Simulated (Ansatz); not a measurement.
# 1T-MnSeTe monolayer in a perpendicular field, part 2 of 2

Wanted: the out-of-plane response of the 1T-MnSeTe monolayer. A positive field points along +c.

Ansatz 0.2.0; plane-wave DFT, LDA+U, Ansatz PAW.

So far. Step 7 (Atoms held, field 0.2 V/Å): The dipole is 0.0273 e·Å, 0.0671 e·Å from its value without field. Step 8 (Single point, field 0.3 V/Å): The dipole is 0.0610 e·Å, 0.101 e·Å from its value without field.

### Step 9. Response, atoms held (continued)

The dipole of the cell by applied field:

```
applied field (V/Å)  dipole of the cell (e·Å)
             -0.050                   -0.0566
              0.000                   -0.0398
              0.050                   -0.0230
              0.100                  -0.00625
              0.200                    0.0273
              0.300                    0.0610
```

The total moment stays at 3.15 μB for applied field from -0.05 to 0.3 V/Å.

Local field over the applied field, running mean. From the potentials at -0.05 and 0.05 V/Å; running mean over 2.5 Å. Table of local field over applied field by z:

| z (Å) | local field over applied field |
| --- | --- |
| 4.09 | 0.999 |
| 4.38 | 0.997 |
| 4.82 | 0.994 |
| 5.11 | 0.988 |
| 5.55 | 0.971 |
| 5.84 | 0.950 |
| 6.13 | 0.916 |
| 6.57 | 0.833 |
| 6.86 | 0.753 |
| 7.16 | 0.658 |
| 7.59 | 0.506 |
| 7.89 | 0.403 |
| 8.32 | 0.258 |
| 8.62 | 0.173 |
| 8.91 | 0.106 |
| 9.35 | 0.0478 |
| 9.64 | 0.0298 |
| 9.93 | 0.0188 |
| 10.37 | 0.0101 |
| 10.66 | 0.0119 |
| 11.10 | 0.0272 |
| 11.39 | 0.0464 |
| 11.68 | 0.0767 |
| 12.12 | 0.159 |
| 12.41 | 0.239 |
| 12.70 | 0.335 |
| 13.14 | 0.489 |
| 13.44 | 0.593 |
| 13.87 | 0.741 |
| 14.17 | 0.825 |
| 14.46 | 0.889 |
| 14.90 | 0.950 |
| 15.19 | 0.972 |
| 15.48 | 0.985 |
| 15.92 | 0.994 |
| 16.21 | 0.997 |
| 16.65 | 0.999 |
| 16.94 | 0.999 |

Electrons, planar mean, per unit field. The induced electron density by z:

| z (Å) | induced electron density (e/Å³ per V/Å) |
| --- | --- |
| 4.5 | 1.4e-5 |
| 5.0 | 4.3e-5 |
| 5.5 | 1.2e-4 |
| 6.0 | 3.4e-4 |
| 6.5 | 8.5e-4 |
| 7.0 | 0.00183 |
| 7.5 | 0.00308 |
| 8.0 | 0.00298 |
| 8.5 | 0.00100 |
| 9.0 | 5.9e-4 |
| 9.5 | 3.9e-4 |
| 10.0 | -4.3e-4 |
| 10.5 | 9.0e-6 |
| 11.0 | 3.2e-4 |
| 11.5 | -4.3e-4 |
| 12.0 | -7.1e-4 |
| 12.5 | -0.00170 |
| 13.0 | -0.00347 |
| 13.5 | -0.00268 |
| 14.0 | -0.00133 |
| 14.5 | -5.4e-4 |
| 15.0 | -1.9e-4 |
| 15.5 | -6.5e-5 |
| 16.0 | -2.1e-5 |
| 16.5 | -6.5e-6 |

By hand: between -0.05 and 0.05 V/Å the dipole changes by 0.03353 e·Å, a slope of 0.3353 e·Å²/V. A perfect conductor of thickness t has p = ε₀AEt, so t = 180.95 × 0.3353 / 10.891 = 5.57 Å (e/ε₀ = 180.95 V·Å, A in Å²).

The induced dipole is that of a conductor 5.57 Å thick.

### Step 10. The same run with other settings

This step: plane-wave DFT, LDA+U, Ansatz PAW (Ansatz 0.2.0).

A run with a changed input: it repeats the earlier run at 0.05 V/Å with efield.amplitude from 0.05 to 0.2 and efield.dipole_correction from true to false.

Contents of input.yaml:

```yaml
crystal:
  lattice:
    - [3.5461765836, 0.0, 0.0]
    - [-1.7730882918, 3.0710790077, 0.0]
    - [0.0, 0.0, 21.0287204268]
  atoms:
    - { symbol: Te, position: [0.6666666667, 0.3333333333, 0.4279860979], spin: -0.15 }
    - { symbol: Mn, position: [0.0, 0.0, 0.5085810175], spin: 3.26 }
    - { symbol: Se, position: [0.3333333333, 0.6666666667, 0.5720139021], spin: -0.1 }
magnetization:
  spin_polarized: true
kpoints:
  mp_grid: { grid: [18, 18, 1] }
  band_path:
    path: [[0, 0, 0], [0.5, 0, 0], [0.33333333, 0.33333333, 0], [0, 0, 0]]
    npoints: 16
hamiltonian:
  xc: lda
  hubbard: { sites: [{ species: Mn, l: d, u_eff: 2.0 }] }
scf:
  occupations: { method: fermi_dirac, width: 0.05 }
  convergence: { dr2_threshold: 1.0e-10 }
efield:
  axis: 3
  dipole_correction: false
  ramp_position: 0.97
  ramp_width: 0.06
  amplitude: 0.2
output:
  write_potential: true
  write_density: true
  volumetric_format: npy
```

Command:

```
ansatz run input.yaml --threads 4 --pin off --max-ram 6144MiB --backend cpu --events-out ev --progress --plain --runs-dir out
```

The job ended after 35 s (4 threads of Arm Neoverse V1, shared host; peak memory 0.98 GiB).

| quantity | this run | earlier run | difference |
| --- | --- | --- | --- |
| dipole along the normal (e·Å) | 0.03721 | -0.02303 | 0.060 |
| total moment (μB) | 3.152 | 3.153 | -3.5e-4 |

The applied field differs, and the slope found earlier predicts a dipole of 0.0273 e·Å; this run gives 0.0372 e·Å, 0.0099 e·Å more.

With the dipole correction off, the periodic images add a field of their own to the typed one.

These numbers are not those of the isolated slab.

### Step 11. A changed input: efield.ramp_width = 0.15

Another changed input: it repeats the earlier run at 0.05 V/Å with efield.ramp_width from 0.06 to 0.15.

Changes to input.yaml since step 10:

```diff
@@ -24,6 +24,6 @@
   axis: 3
-  dipole_correction: false
+  dipole_correction: true
   ramp_position: 0.97
-  ramp_width: 0.06
-  amplitude: 0.2
+  ramp_width: 0.15
+  amplitude: 0.05
 output:
```

Run time: 40 s. Hardware: 4 threads; peak memory 0.98 GiB.

Numbers from this step:

* energy at zero smearing: -16050.9495 eV
* total moment: 3.153 μB
* site moments: -0.1435, 3.273, -0.09854 μB
* dipole along the normal: -0.02303 e·Å

Deep bands are left out, so band numbers here count from the lowest band kept and differ from the log's. The electronic bands at the labelled points (eV, zero at the Fermi level; # counts the bands kept):

```csv
point,up #8,up #9,up #10,up #11,down #5,down #6,down #7,down #8
Γ,0.68,0.68,2.23,2.23,0.65,0.65,0.96,0.96
halfway,-1.17,-0.30,0.05,1.64,-1.26,-0.66,0.70,1.55
M,-2.13,-1.42,0.73,1.37,-2.24,-1.23,0.44,1.46
halfway,-2.28,-1.82,0.14,0.78,-2.26,-2.12,0.97,1.47
K,-2.35,-2.25,-0.21,0.64,-2.23,-2.18,1.31,1.42
halfway,-1.75,-0.72,0.30,0.78,-1.57,-1.22,1.00,1.42
Γ,0.68,0.68,2.23,2.23,0.65,0.65,0.96,0.96
```

```csv
quantity,this run,earlier run,difference
dipole along the normal (e·Å),-0.02303,-0.02303,-2.0e-6
total moment (μB),3.153,3.153,-1.6e-8
```

Nothing in the table moves by 0.01 in its unit (for the dipole 0.5 % and 5e-5 e·Å).

### Step 12. What came out

| Item | Value |
| --- | --- |
| gap without field | none |
| work function, upper face | 5.43 eV |
| step between the vacuum levels | 0.661 eV |
| equivalent conductor thickness, atoms held | 5.57 Å |

In words: The induced dipole equals that of a perfect conductor 5.57 Å thick, while the outer atoms lie 3.03 Å apart. The two faces differ: the vacuum level above lies 0.66 eV higher than the one below. There is no gap over 0.03 eV, with or without the field. The magnetic order is the one reached from the typed start; other orders were not compared. Spin-orbit coupling is left out, which matters for the bands of elements this heavy.

[Logs are printed without paths, hosts, clocks, repeated set-up lines and the standing remarks that a program may print on its own settings, such as how far it seeks lower states.]

[Hosts, paths, dates, database ids (printed as entryN), source tags and the programs' standing remarks are cut or masked in the printed files.]

[Maps of the electrostatic potential energy from Ansatz leave out the sawtooth potential of an applied field or a dipole correction, so their vacuum need not be flat; planar profiles and work functions include it.]
